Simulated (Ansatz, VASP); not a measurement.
**Ir: VASP beside Ansatz**

```
Ir
1.0
     2.75138    0.00000    0.00000
    -1.37569    2.38276    0.00000
     0.00000    0.00000    4.46229
Ir
2
Direct
  0.66667 0.33333 0.75000
  0.33333 0.66667 0.25000
```

Alike in both runs: task relaxation of cell and atoms; functional r2SCAN; k mesh 9 × 9 × 4; occupations gaussian, width 0.1 eV; no spin polarisation.

|  | VASP | Ansatz |
| --- | --- | --- |
| version | VASP 6.6.1 | Ansatz 0.2.0 |
| potentials or method | VASP PAW PBE potentials, release 64 (Ir) | scalar-relativistic, plane waves, PAW |
| plane-wave cutoff (eV) | 600 | 500 |
| valence electrons in the cell | 18 | 34 |

```csv
,VASP,Ansatz,Ansatz less VASP
"gap on the k mesh at the Fermi level, each at its own relaxed structure (eV)",none,none,-
relaxed volume (Å³/atom),14.35,14.24,-0.104
relaxed cell length with the largest relative difference (Å),2.734,2.727,-0.0067
energy change over the relaxation (meV/atom),-7,-12,-4.9
```

A gap of «none» marks a metal or a gap that the smearing closes. The two sets of potentials don't hold the same shells in valence.

Caveats: the PAW data sets were made with another functional, which shifts forces and pressure a little (VASP). The runs have no spin-orbit coupling, so splittings on Ir are missing.
